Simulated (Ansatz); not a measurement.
## Debugging a calculation of AlNi₃

The input below was meant for crystalline AlNi₃, with r2SCAN, plane waves and PAW in Ansatz.

```yaml
crystal:
  lattice:
    - [0.0, 2.8018887551, 2.8018887551]
    - [2.8018887551, 0.0, 2.8018887551]
    - [2.8018887551, 2.8018887551, 0.0]
  atoms:
    - { symbol: Al, position: [0.5, 0.5, 0.5] }
    - { symbol: Ni, position: [0.25, 0.25, 0.25] }
    - { symbol: Ni, position: [0.0, 0.0, 0.0] }
    - { symbol: Ni, position: [0.75, 0.75, 0.75] }
basis:
  ecutwfc: 500
kpoints:
  mp_grid: { grid: [14, 14, 14] }
hamiltonian:
  xc: r2scan
scf:
  occupations: { method: gaussian, width: 0.1 }
  max_iter: 2
  convergence: { accept_max_iter: true }
  initial_density: { chi_scale: 0, normalization: atom }
output:
  forces: true
  stress: true
  eigenvalues: true
```

Command:

```bash
ansatz run input.yaml --threads 1 --pin off --max-ram 2560MiB --backend cpu --events-out ev --progress --plain --runs-dir out
```

The program printed (HF is the Harris–Foulkes energy, dr2 the density residual in eV):

```text
Warning: output.stress: scf.convergence.accept_max_iter lets an SCF close with its threshold on dr2 unmet. What such a close leaves in the stress no threshold then bounds, and a free energy that looks settled does not show it. To mend it, remove scf.convergence.accept_max_iter
Pseudopotential: Al, paw, valence charge 3, recommended cutoff 500 eV (meta_gga)
Pseudopotential: Ni, paw, valence charge 18, recommended cutoff 500 eV (meta_gga)
Crystal: 4 atoms, lattice volume = 43.993 Å³
Basis set: ecut = 500 eV, 1139 PW (Γ), exchange–correlation on 120×120×120 points (64 copies of the dense FFT grid, shifted against one another)
Bands: 35, of which v1, the nominal top of the filled ones, is band 29 counted from 1 (28 counted from 0)
Symmetry: 48 space group operations
Space group: Fm-3m (ITA 225), of the structure as read, at distance tolerance 3.5e-5 Å
k-points: 104 of 2744
PAW frozen core: Al, regenerated for the run's functional (the file was generated under x = pbe(κ = 0.804, μ = 0.2195), c = pbe(β = 0.0667))
PAW frozen core: Ni, regenerated for the run's functional (the file was generated under x = pbe(κ = 0.804, μ = 0.2195), c = pbe(β = 0.0667))
Initial density: superposition of atomic densities
SCF iter   1: HF=-18078.021299 eV  Δρ=1.08e-1  dr2=4.06e0  dr2_τ=1.44e-1
SCF iter   2: F=-18077.246214 eV  HF=-18077.998622 eV  Δρ=4.62e-2  dr2=4.95e-1  dr2_τ=2.34e-2
stopped at the declared iteration budget: scf.max_iter = 2 spent with dr2 = 4.9e-1 eV against the standard gate 1.0e-7 eV; furthest over that gate: onsite_residual = 5.5e-1 eV (scf.convergence.accept_max_iter; the run is reported unconverged — every observable carries the unconverged density's error)
SCF 1 stopped at its iteration budget after 2 iterations (unconverged): F = -18077.246214 eV  dr2 = 4.95e-1
SCF stopped at the declared iteration budget after 2 iterations (unconverged)
the last check of whether an eigenvalue changes by more than its tolerance under the output density was not made (not_closed_by_the_thresholds)
Free energy (F): -18077.246214 eV
E sigma→0 (E₀):  -18077.239549 eV
Entropy (-TS):   -0.013329 eV (-3.332 meV/atom)
Fermi energy:    16.439626 eV
--- Forces (eV/Å), atoms counted from 1 ---
  atom   1  Al    -0.00000000    -0.00000000     0.00000000
  atom   2  Ni     0.00000000     0.00000000     0.00000000
  atom   3  Ni    -0.00000000    -0.00000000    -0.00000000
  atom   4  Ni    -0.00000000    -0.00000000     0.00000000
--- Stress (GPa, compression-positive) ---
       -1.519931       0.000000       0.000000
       -0.000000      -1.519931       0.000000
        0.000000      -0.000000      -1.519931
  P = ⅓ Tr σ = -1.5199 GPa (-15.199 kbar)
```

Problem. Which fault does the input hold?
A. A cutoff far under the potentials' need
B. An unconverged density accepted at the iteration limit
C. A relaxation cut at too few steps
D. Two atoms' positions swapped
E. An atom left out of the cell, with fixed occupations

Solution. B. The numbers come from a density that isn't self-consistent. The cure is a higher limit and no acceptance.

The change to the input (which also takes the starting density and starting moments of the reference run):

```diff
 crystal:
   atoms:
-    - { symbol: Ni, position: [0.0, 0.0, 0.0] }
+    - { symbol: Ni, position: [0.0, 0.0, 0.0], spin: 0.13 }
 scf:
-  max_iter: 2
-  convergence: { accept_max_iter: true }
-  initial_density: { chi_scale: 0, normalization: atom }
+magnetization:
+  spin_polarized: true
```

With the mended input the run converges and gives no gap, a pressure of -0.01 GPa.

Time of the mended run: 8.2 min on 1 thread of Intel(R) Xeon(R) Processor @ 2.50GHz (Skylake/Cascade Lake), on a shared host, peak memory 0.74 GiB.